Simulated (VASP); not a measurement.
Crystal: BeTe.

```xyz
2
Lattice="0.0000 2.7700 2.7700 2.7700 0.0000 2.7700 2.7700 2.7700 0.0000" Properties=species:S:1:pos:R:3 pbc="T T T"
Te    4.1550    4.1550    4.1550
Be    0.0000    0.0000    0.0000
```

Base run:

```yaml
Program: VASP 6.6.1
Functional: PBE0
Potentials_or_basis: VASP PAW PBE potentials, release 64 (Te, Be)
Cutoff: 520 eV
k_mesh: 6 × 6 × 6
Occupations: gaussian, width 0.02 eV
Spin: no spin polarisation
```

Its results: band gap on the k mesh 3.16 eV, indirect (least direct gap 5.10 eV); pressure 3.1 GPa.

Task: The run is repeated on the same cell with these changes: functional from PBE0 to HSE03. What comes out?

Result: Band gap on the k mesh 2.34 eV, indirect (least direct gap 4.24 eV); pressure 3.3 GPa.

Caveats: the PAW data sets were made with another functional, which shifts forces and pressure a little; spin-orbit coupling is left out, which moves the levels of the heavy elements.
